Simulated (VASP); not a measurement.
# Nb (Im-3m) in VASP: relaxation of cell and atoms with r2SCAN

Aim: the relaxation of cell and atoms of Nb with r2SCAN.

Program: VASP 6.6.1. These are calculated values, not measurements. Logs are shortened: lines on timing, memory, paths and dates and some standing lists are left out, and cuts for length are marked.

### 1 Starting point

Symmetry: Im-3m, No. 229, cubic system. The conventional cell has a = 3.328 Å, b = 3.328 Å, c = 3.328 Å, α = 90.00°, β = 90.00°, γ = 90.00°. Around Nb (site symmetry m-3m) lie 8 Nb at 2.88 Å.

### 2 Relaxation of cell and atoms, r2SCAN

File INCAR:

```
  PREC = Accurate
  ENCUT = 600
  EDIFF = 1E-7
  ISMEAR = 0
  SIGMA = 0.1
  LREAL = F
  LASPH = T
  NELM = 100
  ALGO = Normal
  ISIF = 3
  LWAVE = F
  LCHARG = F
  METAGGA = R2SCAN
  LMIXTAU = T
  IBRION = 2
  NSW = 80
  EDIFFG = -0.004
```

File KPOINTS:

```
Automatic mesh
0
Gamma
  18 18 18
```

File POSCAR:

```
Nb
1.0
   -1.6639500000      1.6639500000      1.6639500000
    1.6639500000     -1.6639500000      1.6639500000
    1.6639500000      1.6639500000     -1.6639500000
Nb
1
Direct
    0.0000000000      0.0000000000      0.0000000000
```

Potentials or basis: VASP PAW PBE potentials, release 64 (Nb_sv).

On the command line:

```bash
cat potpaw_PBE.64/Nb_sv/POTCAR > POTCAR
mpirun -np 1 vasp_std > vasp.out
```

OUTCAR:

```text
PREC = Accurate
   ENCUT = 600
   EDIFF = 1E-7
   ISMEAR = 0
   LREAL = F
   LASPH = T
   NELM = 100
   ISIF = 3
   METAGGA = R2SCAN
   IBRION = 2
   NSW = 80
   EDIFFG = -0.004

 ion  position               nearest neighbor table
   1  0.000  0.000  0.000-

  LATTYP: Found a body centered cubic cell.
 ALAT       =     3.3279000000

  Lattice vectors:

 A1 = (  -1.6639500000,   1.6639500000,   1.6639500000)
 A2 = (   1.6639500000,  -1.6639500000,   1.6639500000)
 A3 = (   1.6639500000,   1.6639500000,  -1.6639500000)

Analysis of symmetry for initial positions (statically):
=====================================================================
 Subroutine PRICEL returns:
 Original cell was already a primitive cell.

 Routine SETGRP: Setting up the symmetry group for a
 body centered cubic supercell.

 Subroutine GETGRP returns: Found 48 space group operations
 (whereof 48 operations were pure point group operations)
 out of a pool of 48 trial point group operations.

The static configuration has the point symmetry O_h .

Analysis of symmetry for dynamics (positions and initial velocities):
=====================================================================
 Subroutine PRICEL returns:
 Original cell was already a primitive cell.

 Routine SETGRP: Setting up the symmetry group for a
 body centered cubic supercell.

 Subroutine GETGRP returns: Found 48 space group operations
 (whereof 48 operations were pure point group operations)
 out of a pool of 48 trial point group operations.

The dynamic configuration has the point symmetry O_h .

 Subroutine INISYM returns: Found 48 space group operations
 (whereof 48 operations are pure point group operations),
 and found     1 'primitive' translations

----------------------------------------------------------------------------------------

                                     Primitive cell

  volume of cell :      18.4281

  direct lattice vectors                    reciprocal lattice vectors
    -1.663950000  1.663950000  1.663950000     0.000000000  0.300489798  0.300489798
     1.663950000 -1.663950000  1.663950000     0.300489798  0.000000000  0.300489798
     1.663950000  1.663950000 -1.663950000     0.300489798  0.300489798  0.000000000

  length of vectors
     2.882045941  2.882045941  2.882045941     0.424956748  0.424956748  0.424956748

  position of ions in fractional coordinates (direct lattice)
     0.000000000  0.000000000  0.000000000

  ion indices of the primitive-cell ions
   primitive index   ion index
                 1           1

----------------------------------------------------------------------------------------

 KPOINTS: Automatic mesh

Automatic generation of k-mesh.
 Grid dimensions read from file:
 generate k-points for:   18   18   18

 Generating k-lattice:

  Cartesian coordinates                     Fractional coordinates (reciprocal lattice)
     0.000000000  0.016693878  0.016693878     0.055555556  0.000000000  0.000000000
     0.016693878  0.000000000  0.016693878     0.000000000  0.055555556  0.000000000
     0.016693878  0.016693878  0.000000000     0.000000000  0.000000000  0.055555556

  Length of vectors
     0.023608708  0.023608708  0.023608708

  Shift w.r.t. Gamma in fractional coordinates (k-lattice)
     0.000000000  0.000000000  0.000000000

 Subroutine IBZKPT returns following result:
 ===========================================

 Found    195 irreducible k-points:

 Following reciprocal coordinates:
            Coordinates               Weight
  0.000000  0.000000  0.000000      1.000000
  0.055556  0.000000  0.000000     12.000000
  0.111111  0.000000  0.000000     12.000000
  0.166667  0.000000  0.000000     12.000000
  0.222222  0.000000  0.000000     12.000000
  0.277778  0.000000  0.000000     12.000000
[... 16 lines left out ...]
  0.333333  0.111111  0.000000     48.000000
  0.388889  0.111111  0.000000     48.000000
 [... further k-points ...]
   k-points           NKPTS =    195   k-points in BZ     NKDIM =    195   number of bands    NBANDS=     10
   number of dos      NEDOS =    301   number of ions     NIONS =      1
   total plane-waves  NPLWV =  13824
   dimension x,y,z NGX =    24 NGY =   24 NGZ =   24
   dimension x,y,z NGXF=    48 NGYF=   48 NGZF=   48
   ions per type =               1
   NGX,Y,Z   is equivalent  to a cutoff of  13.84, 13.84, 13.84 a.u.
   NGXF,Y,Z  is equivalent  to a cutoff of  27.69, 27.69, 27.69 a.u.
 SYSTEM =  unknown system
   PREC   = accura    normal or accurate (medium, high low for compatibility)
   ISTART =      0    job   : 0-new  1-cont  2-samecut
   ICHARG =      2    charge: 1-file 2-atom 10-const
   ISPIN  =      1    spin polarized calculation?
   LNONCOLLINEAR =      F non collinear calculations
   LSORBIT =      F    spin-orbit coupling
   LASPH  =      T    aspherical Exc in radial PAW
   ENCUT  =  600.0 eV  44.10 Ry    6.64 a.u.   5.76  5.76  5.76*2*pi/ulx,y,z
   NELM   =    100;   NELMIN=  2; NELMDL= -5     # of ELM steps
   EDIFF  = 0.1E-06   stopping-criterion for ELM
   LREAL  =      F    real-space projection
   EDIFFG = -.4E-02   stopping-criterion for IOM
   NSW    =     80    number of steps for IOM
   IBRION =      2    ionic relax: 0-MD 1-quasi-New 2-CG
   NFREE  =      1    steps in history (QN), initial steepest desc. (CG)
   ISIF   =      3    stress and relaxation
   ISYM   =      2    0-nonsym 1-usesym 2-fastsym
   POTIM  = 0.5000    time-step for ionic-motion
   TEBEG  =    0.0;   TEEND  =   0.0 temperature during run
   PSTRESS=    0.0 pullay stress
   NELECT =      13.0000    total number of electrons
   NUPDOWN=      -1.0000    fix difference up-down
   EMIN   =  10.00;   EMAX   =-10.00  energy-range for DOS
   EFERMI =   0.00;   METHOD = LEGACY
   ISMEAR =     0;   SIGMA  =   0.10  broadening in eV -4-tet -1-fermi 0-gaus
   EFERMI_NEDOS =   21; number of points for ismear=-14 and -15
   IALGO  =     38    algorithm
   IMIX   =      4    mixing-type and parameters
     AMIX     =   0.40;   BMIX     =  1.00
     AMIX_MAG =   1.60;   BMIX_MAG =  1.00
  volume/ion in A,a.u.               =      18.43       124.36
  Fermi-wavevector in a.u.,A,eV,Ry     =   1.457345  2.753983 28.896790  2.123854
  Thomas-Fermi vector in A             =   2.574157
   LORBIT       =      0    0 simple, 1 ext, 2 COOP (PROOUT), +10 PAW based schemes
   METAGGA = R2SCAN    functional components
   LHFCALC =     F    Hartree Fock is set to
   AEXX    =    0.0000 exact exchange contribution
   IVDW    =     0    specifies the selected vdW correction
   LEPSILON=     F    determine dielectric tensor
   LRPA    =     F    only Hartree local field effects (RPA)
 conjugate gradient relaxation of ions
 non-spin polarized calculation
 Gauss-broadening in eV      SIGMA  =   0.10
  energy-cutoff  :      600.00
  volume of cell :       18.43
 maximum number of plane-waves:       632
   NGX = 11   NGY = 11   NGZ = 11

--------------------------------------- Ionic step        1  -------------------------------------------

 number of electron      12.9999999 magnetization

 Free energy of the ion-electron system (eV)
  ---------------------------------------------------
  ext. energy  EPLUGINS =         0.00000000
  ---------------------------------------------------
  free energy    TOTEN  =       -24.84063385 eV

  energy without entropy =      -24.83277377  energy(sigma->0) =      -24.83670381

------------------------ aborting loop because EDIFF is reached ----------------------------------------

  FORCE on cell =-STRESS in cart. coord.  units (eV):
  Direction    XX          YY          ZZ          XY          YZ          ZX
  --------------------------------------------------------------------------------------
  -------------------------------------------------------------------------------------
  Total       -0.4260369     -0.4260369     -0.4260369      0.0000000      0.0000000      0.0000000
  in kB      -37.0405089    -37.0405089    -37.0405089      0.0000000      0.0000000      0.0000000
  external PRESSURE =     -37.0405089 kB  Pullay stress =       0.0000000 kB
[... 90 lines left out ...]
  energy  without entropy=      -24.8373738675  energy(sigma->0) =      -24.84135240

--------------------------------------- Ionic step        4  -------------------------------------------

 number of electron      13.0000000 magnetization

 Free energy of the ion-electron system (eV)
  ---------------------------------------------------
  ext. energy  EPLUGINS =         0.00000000
  ---------------------------------------------------
  free energy    TOTEN  =       -24.84533127 eV

  energy without entropy =      -24.83737417  energy(sigma->0) =      -24.84135272

 E-fermi :  11.1041     XC(G=0): -13.6225

 val. band max:       11.1000726687   @ k =  -0.2222   0.2778   0.1111
 cond. band min:      11.1181213537   @ k =  -0.3333   0.4444   0.0556
 fundamental gap:      0.0180486850
 Fermi energy:        11.1040824451

 k-point     1 :       0.0000    0.0000    0.0000
  band No.  band energies     occupation
      1     -45.0332      2.00000
      2     -19.5735      2.00000
      3     -19.5735      2.00000
      4     -19.5735      2.00000
      5       4.8389      2.00000
      6      11.5688      0.00000
      7      11.5688      0.00000
      8      11.5688      0.00000
      9      14.6895      0.00000
     10      14.6895      0.00000
[... 287 lines left out ...]
 k-point    24 :       0.3889    0.1111    0.0000
  band No.  band energies     occupation
      1     -44.7649      2.00000
      2     -20.9284      2.00000
      3     -20.0663      2.00000
      4     -19.6495      2.00000
      5       7.6275      2.00000
      6       9.5513      2.00000
      7      12.2131      0.00000
      8      14.5379      0.00000
      9      15.6710      0.00000
     10      18.1424      0.00000

 [... further k-points ...]

------------------------ aborting loop because EDIFF is reached ----------------------------------------

  FORCE on cell =-STRESS in cart. coord.  units (eV):
  Direction    XX          YY          ZZ          XY          YZ          ZX
  --------------------------------------------------------------------------------------
  -------------------------------------------------------------------------------------
  Total        0.0037095      0.0037095      0.0037095      0.0000000      0.0000000      0.0000000
  in kB        0.3297254      0.3297254      0.3297254      0.0000000      0.0000000      0.0000000
  external PRESSURE =       0.3297254 kB  Pullay stress =       0.0000000 kB
[... 16 lines left out ...]
  FREE ENERGIE OF THE ION-ELECTRON SYSTEM (eV)
  ---------------------------------------------------
  free  energy   TOTEN  =       -24.8453312689 eV

  energy  without entropy=      -24.8373741668  energy(sigma->0) =      -24.84135272

 reached required accuracy - stopping structural energy minimisation
```

It took 4.9 min on 1 thread of Intel Xeon Platinum 8375C at 2.90GHz (Ice Lake), shared host; peak memory 0.19 GiB.

What came out:

* Free energy: -24.8453 eV
* Relaxed volume: 18.02 Å³/atom
* Relaxed cell: a = 2.861 Å, b = 2.861 Å, c = 2.861 Å, α = 109.47°, β = 109.47°, γ = 109.47°
* Space group after relaxing (to 0.05 Å): Im-3m (No. 229)
* Energy gained by relaxing: 4.7 meV/atom
* Ionic steps: 4
* Pressure after relaxing: 0.0 GPa
* Band gap on the k mesh: none (metal or under the smearing width)

Step by step:
| step | energy change (eV) | largest force (eV/Å) | pressure (GPa) | volume (Å³) |
| --- | --- | --- | --- | --- |
| 1 | 0.0000 | 0.0000 | -3.70 | 18.43 |
| 2 | 0.0115 | 0.0000 | 7.52 | 17.32 |
| 3 | -0.0047 | 0.0000 | -0.04 | 18.03 |
| 4 | -0.0047 | 0.0000 | 0.03 | 18.02 |

Final structure:
```xyz
1
Lattice="-1.6517 1.6517 1.6517 1.6517 -1.6517 1.6517 1.6517 1.6517 -1.6517" Properties=species:S:1:pos:R:3 pbc="T T T"
Nb    0.0000    0.0000    0.0000
```

Caveat: the PAW data sets were made with another functional, which shifts forces and pressure a little.
